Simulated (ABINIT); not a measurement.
## A GW chain in ABINIT: LiF (Griceite)

How does a plane-wave GW calculation on LiF (Griceite) run from the first input to the gap?

Method: PBE and many-body steps on it, plane waves, in ABINIT 10.8.3.

**1. Starting point**

It takes space group Fm-3m (No. 225, cubic). Conventional cell: a = 4.028 Å, b = 4.028 Å, c = 4.028 Å, α = 90.00°, β = 90.00°, γ = 90.00°. Li has 6 F at 2.01 Å nearest. Nearest to F lie 6 Li at 2.01 Å. Farther neighbours and most contacts between anions are not listed.

The cell and positions come from the Crystallography Open Database and are kept as given unless a step says otherwise.

**2. Ground state**

This step: ABINIT 10.8.3; DFT, PBE, plane waves, norm-conserving pseudopotentials.

The ground-state density comes first.

run.abi

```
acell 3*1.0 Angstrom
rprim 
  -0.000000000000 2.014000000000 2.014000000000
  2.014000000000 -0.000000000000 2.014000000000
  2.014000000000 2.014000000000 -0.000000000000
ntypat 2
znucl 3 9
natom 2
typat 1 2
xred 
  0.000000000000 0.000000000000 0.000000000000
  0.500000000000 0.500000000000 0.500000000000
pp_dirpath "pseudos"
pseudos "Li.upf, F.upf"
ecut 36
ngkpt 8 8 8
nshiftk 1
shiftk 0 0 0
kptopt 1
chksymbreak 0
nband 10
occopt 1
tolvrs 1e-10
nstep 60
prtwf 0
optforces 0
optstress 0
indata_prefix "in"
outdata_prefix "out"
tmpdata_prefix "tmp"
```

The run is started by

```console
> OMP_NUM_THREADS=1 mpirun -n 4 abinit run.abi > log
```

Numbers of over 12 decimals in the logs are rounded to 6 here.

Log:

```text
.Version 10.8.3 of ABINIT. v10.8.2 released Aug 2026.

 Symmetries : space group Fm -3 m (#225); Bravais cF (face-center cubic)
================================================================================
 Values of the parameters that define the memory need of the present run
     intxc =       0    ionmov =       0      iscf =       7    lmnmax =       5
     lnmax =       5     mgfft =      30  mpssoang =       3    mqgrid =    3001
     natom =       2  nloc_mem =       1    nspden =       1   nspinor =       1
    nsppol =       1      nsym =      48    n1xccc =    2501    ntypat =       2
    occopt =       1   xclevel =       2
-    mband =          10        mffmem =           1         mkmem =           8
       mpw =        1155          nfft =       27000          nkpt =          29
================================================================================
  Rough estimation (10% accuracy) of disk space for files :
================================================================================

--------------------------------------------------------------------------------
------------- Echo of variables that govern the present computation ------------
--------------------------------------------------------------------------------
 -outvars: echo values of preprocessed input variables --------
            acell      1.8897261259E+00  1.8897261259E+00  1.8897261259E+00 Bohr

      chksymbreak           0
             ecut      3.60000000E+01 Hartree
-          fftalg         312

              ixc     -101130
              kpt      0.00000000E+00  0.00000000E+00  0.00000000E+00
                       1.25000000E-01  0.00000000E+00  0.00000000E+00
                       2.50000000E-01  0.00000000E+00  0.00000000E+00
                       3.75000000E-01  0.00000000E+00  0.00000000E+00
                       5.00000000E-01  0.00000000E+00  0.00000000E+00
                       1.25000000E-01  1.25000000E-01  0.00000000E+00
                       2.50000000E-01  1.25000000E-01  0.00000000E+00
                       3.75000000E-01  1.25000000E-01  0.00000000E+00
                       5.00000000E-01  1.25000000E-01  0.00000000E+00
   [... 18 further rows ...]
                      -3.75000000E-01  5.00000000E-01  1.25000000E-01
                      -2.50000000E-01  5.00000000E-01  2.50000000E-01
         kptrlatt        8    0    0      0    8    0      0    0    8
          kptrlen      4.30589384E+01
P           mkmem           8
            natom           2
            nband          10
            ngfft          30      30      30
             nkpt          29
            nstep          60
             nsym          48
           ntypat           2
              occ      2.000000  2.000000  2.000000  2.000000  2.000000  0.000000
                       0.000000  0.000000  0.000000  0.000000
        optforces           0
        optstress           0
            prtwf           0
            rprim     -0.0000000000E+00  2.0140000000E+00  2.0140000000E+00
[...]
spgroup         225

           tolvrs      1.00000000E-10

             xred      0.0000000000E+00  0.0000000000E+00  0.0000000000E+00
[...]
znucl        3.00000    9.00000

================================================================================

 chkinp: Checking input parameters for consistency.

================================================================================
== DATASET  1 ==================================================================
-   mpi_nproc: 4, omp_nthreads: 1 (-1 if OMP is not activated)

--- !DatasetInfo
iteration_state: {dtset: 1, }
dimensions: {natom: 2, nkpt: 29, mband: 10, nsppol: 1, nspinor: 1, nspden: 1, mpw: 1155, }
cutoff_energies: {ecut:  36.0, pawecutdg:  -1.0, }
electrons: {nelect:   1.00000000E+01, charge:   0.00000000E+00, occopt:   1.00000000E+00, tsmear:   1.00000000E-02, }

 Real(R)+Recip(G) space primitive vectors, cartesian coordinates (Bohr,Bohr^-1):
 R(1)=  0.0000000  3.8059084  3.8059084  G(1)= -0.1313747  0.1313747  0.1313747
 R(2)=  3.8059084  0.0000000  3.8059084  G(2)=  0.1313747 -0.1313747  0.1313747
 R(3)=  3.8059084  3.8059084  0.0000000  G(3)=  0.1313747  0.1313747 -0.1313747
 Unit cell volume ucvol=  1.1025670E+02 bohr^3
 Angles (23,13,12)=  6.00000000E+01  6.00000000E+01  6.00000000E+01 degrees

 getcut: wavevector=  0.0000  0.0000  0.0000  ngfft=  30  30  30
         ecut(hartree)=     36.000   => boxcut(ratio)=   2.06592

--- Pseudopotential description ------------------------------------------------
- Li Generated using ONCVPSP code by D. R. Hamann
-  3.00000   3.00000  171031                  znucl, zion, pspdat
12 -101130 1 -1 1944                          pspcod,pspxc,lmax,lloc,mmax
     nproj     2     2     0
  pspatm : epsatm=    2.74360059
         --- l  ekb(1:nproj) -->
[...]
pspatm: atomic psp has been read  and splines computed

- F Generated using ONCVPSP code by D. R. Hamann
-  9.00000   7.00000  171031                  znucl, zion, pspdat
12 -101130 2 -1 832                           pspcod,pspxc,lmax,lloc,mmax
     nproj     2     2     1
  pspatm : epsatm=    4.87625608
         --- l  ekb(1:nproj) -->
[...]
1   -3.955629   -1.291931
             2   -2.441503
 pspatm: atomic psp has been read  and splines computed

   7.61985667E+01                                ecore*ucvol(ha*bohr**3)
--------------------------------------------------------------------------------

_setup2: Arith. and geom. avg. npw (full set) are    1137.021    1137.006

================================================================================

--- !BeginCycle
iteration_state: {dtset: 1, }
solver: {iscf: 7, nstep: 60, nline: 4, wfoptalg: 0, }
tolerances: {tolvrs: 1.00E-10, }

     iter   Etot(hartree)      deltaE(h)  residm     vres2
 ETOT  1  -31.947926793313    -3.195E+01 1.669E-01 1.045E+02
 ETOT  2  -31.964561375793    -1.663E-02 8.094E-04 7.177E+01
 ETOT  3  -31.990029328046    -2.547E-02 1.499E-03 2.299E+00
 ETOT  4  -31.990759094639    -7.298E-04 6.646E-04 9.345E-03
 ETOT  5  -31.990761378694    -2.284E-06 1.832E-04 1.498E-04
 ETOT  6  -31.990761394038    -1.534E-08 9.196E-05 6.269E-06
 ETOT  7  -31.990761394117    -7.883E-11 1.076E-04 1.867E-08
 ETOT  8  -31.990761394121    -4.121E-12 4.822E-05 1.008E-10
 ETOT  9  -31.990761394121    -2.665E-13 5.416E-05 1.898E-12

 At SCF step    9       vres2   =  1.90E-12 < tolvrs=  1.00E-10 =>converged.

--- !ResultsGS
iteration_state: {dtset: 1, }
comment   : Summary of ground state results
lattice_vectors:
- [ -0.0000000,   3.8059084,   3.8059084, ]
- [  3.8059084,  -0.0000000,   3.8059084, ]
- [  3.8059084,   3.8059084,  -0.0000000, ]
lattice_lengths: [   5.38237,    5.38237,    5.38237, ]
lattice_angles: [ 60.000,  60.000,  60.000, ] # degrees, (23, 13, 12)
lattice_volume:   1.1025670E+02
convergence: {deltae: -2.665E-13, res2:  1.898E-12, residm:  5.416E-05, diffor:  0.000E+00, }
etotal    :  -3.19907614E+01
entropy   :   0.00000000E+00
fermie    :  -3.57929276E-02
cartesian_stress_tensor: null
pressure_GPa: null
xred      :
- [  0.0000E+00,   0.0000E+00,   0.0000E+00, Li]
- [  5.0000E-01,   5.0000E-01,   5.0000E-01,  F]
cartesian_forces: null
force_length_stats: {min: null, max: null, mean: null, }

 Integrated electronic density in atomic spheres:
 ------------------------------------------------
 Atom  Sphere_radius  Integrated_density
    1        2.00000          2.33072837
    2        2.00000          7.09534579
================================================================================

 ----iterations are completed or convergence reached----

 Mean square residual over all n,k,spin=   30.366E-08; max=  54.155E-06
 reduced coordinates (array xred) for    2 atoms
       0.000000000000      0.000000000000      0.000000000000
       0.500000000000      0.500000000000      0.500000000000
 rms dE/dt=  0.0000E+00; max dE/dt=  0.0000E+00; dE/dt below (all hartree)
    1       0.000000000000      0.000000000000      0.000000000000
    2       0.000000000000      0.000000000000      0.000000000000

 cartesian coordinates (angstrom) at end:
    1      0.000000     0.000000     0.000000
    2      2.014000     2.014000     2.014000
 length scales=  1.889726125908  1.889726125908  1.889726125908 bohr
              =  1.000000000000  1.000000000000  1.000000000000 angstroms
 prteigrs : about to open file out_EIG
 Fermi (or HOMO) energy (hartree) =  -0.03579   Average Vxc (hartree)=  -0.36444
 Eigenvalues (hartree) for nkpt=  29  k points:
 kpt#   1, nband= 10, wtk=  0.00195, kpt=  0.0000  0.0000  0.0000 (reduced coord)
  -1.53679   -0.76691   -0.03579   -0.03579   -0.03579    0.29916    0.84586    0.84586
   0.84586    0.86111
 prteigrs : prtvol=0 or 1, do not print more k-points.

--- !EnergyTerms
iteration_state     : {dtset: 1, }
comment             : Components of total free energy in Hartree
kinetic             :  2.15157252958555E+01
hartree             :  8.33874810505752E+00
xc                  : -7.30237829568626E+00
Ewald energy        : -2.04741383175823E+01
psp_core            :  6.91101453022233E-01
local_psp           : -2.75093152449752E+01
non_local_psp       : -7.25050438981244E+00
total_energy        : -3.19907613941210E+01
total_energy_eV     : -8.70512964598444E+02
band_energy         : -5.03991163694277E+00

== END DATASET(S) ==============================================================
================================================================================

 -outvars: echo values of variables after computation  --------
           etotal     -3.1990761394E+01
            nband          10
             nkpt          29
          spgroup         225
 [... the other variables as echoed above ...]

 Calculation completed.
```

It took 3.8 s on 4 MPI ranks of Intel Xeon Platinum 8488C (Sapphire Rapids), shared host; peak memory 0.28 GiB.

Numbers from this step:

```yaml
total_energy: -870.5130 eV
gap: 9.114 eV
k_of_the_valence_top: 0, 0, 0
k_of_the_conduction_bottom: 0, 0, 0
least_direct_gap: 9.114 eV
```

The gap is direct, at Γ.

(Continued in part 2 of 3.)

[Paths, hosts, dates, memory and timing lines, banners, echoed tables and standing remarks are left out of the program output.]

[Logs are printed without paths, hosts, clocks, repeated set-up lines and the standing remarks that a program may print on its own settings, such as how far it seeks lower states.]

[Runs of the session that timed out or met a known fault of the program may be left out.]

[Hosts, paths, dates, database ids (printed as entryN), source tags and the programs' standing remarks are cut or masked in the printed files.]

[G0W0 gaps are taken among the corrected bands and points alone; a level outside them can change the order at an edge.]

[Where Ansatz stands beside ABINIT at settings called matched, ABINIT's density can come from a denser mesh and the files from another edition; pairs whose starting gaps differed by over 0.03 eV were left out, so agreement reads better than it is.]
